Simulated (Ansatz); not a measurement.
V under changes of volume

One of the cells (13.891 Å³/atom); the others are scaled copies at fixed shape and fractional positions:

```
CELL_PARAMETERS angstrom
-1.51435 1.51435 1.51435
1.51435 -1.51435 1.51435
1.51435 1.51435 -1.51435
ATOMIC_POSITIONS crystal
V 0.00000 0.00000 0.00000
```

- Program: Ansatz 0.2.0
- Functional: PBE
- Potentials or basis: PseudoDojo standard (PBE files)
- Cutoff: 1143 eV
- Density cutoff: 4572 eV
- k mesh: 12 × 12 × 12
- Occupations: fermi-dirac, width 0.05 eV
- Spin: collinear spin, ferromagnetic start
- Starting moments: [2.0] μB

```csv
volume (Å³/atom),energy over the lowest point (meV/atom),pressure (GPa)
13.058,6.55,5.8
13.336,0.00,1.8
13.613,?,?
13.891,6.55,-5.3
14.169,18.58,-8.4
14.447,35.74,-11.2
14.725,57.52,-13.7
```

Q: What does the run at 13.613 Å³/atom give?

A: Energy over the lowest point 0.18 meV/atom; pressure -1.9 GPa.

Worked out: A Birch-Murnaghan fit of order 3 (a polynomial in V^(-2/3)) to the other rows has its minimum at 13.46 Å³/atom with B0 = V·E''(V) = 181 GPa and B' = 3.6. It gives 0.19 meV/atom at 13.613 Å³/atom, against the run's 0.18, and -dE/dV = -2.0 GPa, against -1.9.

Energies are extrapolated to zero smearing.

Caveats: the starting moments weren't kept.
